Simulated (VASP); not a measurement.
The system is Ga.

```xyz
1
Lattice="2.7165 0.0000 0.0000 0.0000 2.7165 0.0000 0.0000 0.0000 2.7165" Properties=species:S:1:pos:R:3 pbc="T T T"
Ga    0.0000    0.0000    0.0000
```

The cell was built by a generator and needn't be a form met in nature.

| Quantity | Value |
| --- | --- |
| Program | VASP 6.6.1 |
| Task | relaxation of cell and atoms |
| Functional | RPBE |
| Potentials or basis | VASP PAW PBE potentials, release 64 (Ga_d) |
| Cutoff | 600 eV |
| k mesh | 10 × 10 × 10 |
| Occupations | methfessel-paxton, width 0.1 eV |
| Spin | no spin polarisation |

At the start: pressure 1.9 GPa; volume 20.05 Å³/atom.

**Question.** How do energy, volume and symmetry change on relaxing?

**Answer.** Over 7 steps the energy falls by 7.2 meV/atom and the volume is 21.15 Å³/atom (+5.5 %); space group Pm-3m (No. 221, to 0.05 Å).

The path:
```tsv
step	energy change (eV)	largest force (eV/Å)	pressure (GPa)	volume (Å³)
1	0.0000	0.0000	1.86	20.05
2	-0.0061	0.0000	0.94	20.73
3	-0.0071	0.0000	-0.24	21.29
4	-0.0072	0.0000	0.04	21.17
5	-0.0072	0.0000	-0.13	21.20
6	-0.0072	0.0000	0.07	21.14
7	-0.0072	0.0000	-0.03	21.15
```

Final structure:
```xyz
1
Lattice="2.7656 0.0000 0.0000 0.0000 2.7656 0.0000 0.0000 0.0000 2.7656" Properties=species:S:1:pos:R:3 pbc="T T T"
Ga    0.0000    0.0000    0.0000
```

Caveat: the PAW data sets were made with another functional, which shifts forces and pressure a little.
